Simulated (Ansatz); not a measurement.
## Calculated O-17 NMR of the central transition for HfSiO4 with one atom moved

Cell: an entry of the Crystallography Open Database (COD), relaxed with PBE at fixed cell and then changed (atom 10 (O) moved by 0.10 Å).

```cif
data_structure
_symmetry_space_group_name_H-M 'P 1'
_symmetry_Int_Tables_number 1
_cell_length_a 5.5217
_cell_length_b 5.5217
_cell_length_c 5.5217
_cell_angle_alpha 106.953
_cell_angle_beta 106.953
_cell_angle_gamma 114.635
_cell_volume 128.80
loop_
_atom_site_label
_atom_site_type_symbol
_atom_site_fract_x
_atom_site_fract_y
_atom_site_fract_z
_atom_site_occupancy
Hf1 Hf 0.75000 0.25000 0.50000 1
Hf2 Hf 0.00000 0.00000 0.00000 1
Si3 Si 0.25000 0.75000 0.50000 1
Si4 Si 0.50000 0.50000 0.00000 1
O5 O 0.13400 0.31928 0.81472 1
O6 O 0.06928 0.75456 0.68528 1
O7 O 0.50456 0.31928 0.18528 1
O8 O 0.06928 0.38400 0.31472 1
O9 O 0.61600 0.93072 0.68528 1
O10 O 0.69749 0.88277 0.18528 1
O11 O 0.24544 0.93072 0.31472 1
O12 O 0.68072 0.49544 0.81472 1
```

Atoms are numbered from 1 in the order listed; like atoms form one site, named after its first atom.

All values are calculated (Ansatz; DFT, PBE, plane waves and PAW (field gradients read without the response of the frozen cores, which leaves them typically 4 to 6 % off), scalar-relativistic, 420 eV cutoff, Γ-centred 5×5×5 k-points, Fermi–Dirac smearing 0.02 eV), not measured.

O-17 has I = 5/2 and Q = -25.58 mb (Pyykkö 2018); at 14.1 T its Larmor frequency is ν₀ = 81.4 MHz. Only the quadrupole interaction is simulated: positions count from each site's isotropic chemical shift, and J coupling is left out, as are shift anisotropy and dipolar coupling, which fast spinning averages.

(1) Give C_Q, η, the quadrupolar product P_Q = |C_Q|(1 + η²/3)^½, the second-order isotropic shift and the breadth of the pattern (fast magic-angle spinning) for each O site.

## Answers

(1) 

| site | first shell | C_Q (MHz) | η | P_Q (MHz) | δ_QIS (ppm) | breadth (kHz) |
| --- | --- | --- | --- | --- | --- | --- |
| O5 | 1 Si at 1.63 Å, 2 Hf at 2.11–2.26 Å | -3.22 | 0.76 | 3.52 | -11.2 | 2.08 |
| O6 | 1 Si at 1.63 Å, 2 Hf at 2.11–2.26 Å | -3.04 | 0.83 | 3.38 | -10.3 | 1.90 |
| O8 | 1 Si at 1.63 Å, 2 Hf at 2.11–2.26 Å | -2.96 | 0.87 | 3.32 | -9.97 | 1.82 |
| O9 | 1 Si at 1.63 Å, 2 Hf at 2.11–2.26 Å | -3.03 | 0.83 | 3.36 | -10.2 | 1.88 |
| O10 | 1 Si at 1.69 Å, 2 Hf at 2.09–2.18 Å | -3.39 | 0.81 | 3.74 | -12.7 | 2.33 |
| O12 | 1 Si at 1.63 Å, 2 Hf at 2.11–2.26 Å | -3.12 | 0.79 | 3.43 | -10.7 | 1.97 |

δ_QIS = −(ν_Q²/30ν₀²)[I(I+1) − 3/4](1 + η²/3) × 10⁶ ppm with ν_Q = 3|C_Q|/[2I(2I−1)]; it falls as 1/B₀² in ppm, and the breadth as 1/B₀ in kHz.

At this cell the PBE pressure is 7 GPa, so with PBE the cell would grow if it were relaxed. Without spin–orbit coupling the gradients at and beside Hf can be off by some per cent, at some sites by more. With the atom moved the PBE pressure is 7 GPa. The atoms aren't relaxed after the move (largest force 2.2 eV/Å).
